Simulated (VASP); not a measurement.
Crystal: Si2Ni.

```
Ni Si
1.0
     0.00000    2.50924    2.50924
     2.50924    0.00000    2.50924
     2.50924    2.50924    0.00000
Ni Si
1 2
Direct
  0.00000 0.00000 0.00000
  0.75000 0.75000 0.75000
  0.25000 0.25000 0.25000
```

The cell isn't the ideal one: volume scaled by 0.8.

| Item | Value |
| --- | --- |
| Program | VASP 6.6.1 |
| Task | relaxation of cell and atoms |
| Functional | PBE |
| Dispersion | D3 |
| Potentials or basis | VASP PAW PBE potentials, release 64 (Ni, Si) |
| Cutoff | 580 eV |
| k mesh | 9 × 9 × 9 |
| Occupations | gaussian, width 0.1 eV |
| Spin | collinear spin, zero start |
| Starting moments | [0.0, 0.0, 0.0] μB |
| Hubbard terms | Ni d U = 3.5 eV |

At the start: pressure 48.5 GPa; volume 10.53 Å³/atom.

Problem. How do energy, volume and symmetry change on relaxing?

Solution. Over 10 steps the energy falls by 289.1 meV/atom and the volume is 12.86 Å³/atom (+22.1 %); space group Fm-3m (No. 225, to 0.05 Å); moment 0.00 μB per cell.

The path:
```tsv
step	energy change (eV)	largest force (eV/Å)	pressure (GPa)	volume (Å³)
1	0.0000	0.0000	48.48	31.60
2	-0.0387	0.0000	-21.42	48.53
3	5.3959	0.0000	31.92	38.80
4	-0.5800	0.0000	-15.36	43.91
5	-0.7836	0.0000	-9.27	41.30
6	-0.8420	0.0000	-5.43	40.04
7	-0.8588	0.0000	-3.19	39.42
8	-0.8639	0.0000	-2.03	39.11
9	-0.8663	0.0000	1.24	38.27
10	-0.8674	0.0000	0.01	38.57
```

Final structure:
```
Ni Si
1.0
     0.00000    2.68168    2.68168
     2.68168    0.00000    2.68168
     2.68168    2.68168    0.00000
Ni Si
1 2
Direct
  0.00000 0.00000 0.00000
  0.75000 0.75000 0.75000
  0.25000 0.25000 0.25000
```

Caveat: pairwise dispersion overbinds metals, which lowers pressure and volume; the U is typed as a test and isn't derived for this compound.
